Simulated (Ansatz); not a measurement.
What biaxial strain −0.67 %, plane normal [111], relaxed out of plane does to ZnTe

Start from ZnTe in the zinc blende structure (space group F-43m, No. 216; a = 6.1791 Å). Axes: x, y, z lie along the cube axes.

Modification: biaxial strain −0.67 %, plane normal [111], relaxed out of plane (Cartesian); in-plane vectors clamped, the third vector and the atoms free.

Calculations: Kohn–Sham DFT with the PBE functional, run in Ansatz (a program for electronic structure) with PAW and 420 eV plane waves, without spin-orbit coupling. Γ-centred 9×9×9 mesh, Fermi–Dirac width 0.05 eV.

| quantity | base | changed | shift |
|---|---|---|---|
| volume per atom | 29.49 Å³ | 29.21 Å³ | -0.28 Å³ |
| space group | F-43m (No. 216) | R3m (No. 160) | – |
| shortest interatomic distance | 2.676 Å | 2.665 Å | -0.011 Å |
| energy relative to the base (free energy F) | 0 meV/atom | +0.8 meV/atom | +0.8 meV/atom |
| band gap | 1.08 eV | 1.10 eV | +0.02 eV |
| gap character | direct at Γ | direct at Γ | – |
| electron mass | 0.077 mₑ (at Γ) | 0.079 mₑ (at Γ) | – |
| valence-band top at Γ (three highest levels, from the VBM) | 0.00, 0.00, 0.00 eV | 0.00, 0.00, -0.07 eV | – |
| valley order (the lowest conduction-band minima on the path, energy above the VBM, named in the base's zone) | Γ 1.08 eV; L along ⟨111⟩ 1.74 eV; a point along ⟨100⟩, about 0.9 Å⁻¹ from Γ 2.28 eV | Γ 1.10 eV; L along [1-11] 1.70 eV; L along [111] 1.81 eV; a point along [100], about 0.9 Å⁻¹ from Γ 2.24 eV | – |
| out-of-plane strain | – | +0.39 % | – |

With Te present, leaving out spin-orbit coupling can change the band edges. Effective masses come from finite differences of ±0.01 Å⁻¹. No phonon test of stability was made. k-point labels follow each cell's own Brillouin zone.
